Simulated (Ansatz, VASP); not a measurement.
**One calculation of Ga3S2, two programs**

```
CELL_PARAMETERS angstrom
5.03407 0.00000 0.00000
0.00000 5.03407 0.00000
0.00000 0.00000 5.03407
ATOMIC_POSITIONS crystal
Ga 0.00000 0.50000 0.50000
Ga 0.50000 0.00000 0.50000
Ga 0.50000 0.50000 0.00000
S 0.50000 0.50000 0.50000
S 0.00000 0.00000 0.00000
```

Alike in both runs: functional PBE; k mesh 8 × 8 × 8; occupations gaussian, width 0.1 eV; no spin polarisation.

Ansatz relaxed the structure, and its values are those at the end. VASP's run is a single point on that final structure, the one shown.

|  | VASP | Ansatz |
| --- | --- | --- |
| version | VASP 6.6.1 | Ansatz 0.2.0 |
| potentials or method | VASP PAW PBE potentials, release 64 (Ga_d, S) | scalar-relativistic, plane waves, PAW |
| plane-wave cutoff (eV) | 520 | 420 |
| valence electrons in the cell | 51 | 51 |

Ansatz gave:

* gap on the k mesh at the Fermi level (eV): none
* pressure (GPa): 0.0

Task: Estimate VASP's values.

Result: gap on the k mesh at the Fermi level (eV): none; pressure (GPa): 0.1.

A gap of «none» marks a metal or a gap that the smearing closes. The functional is the same, so the differences come from potentials, cutoffs and numerics.
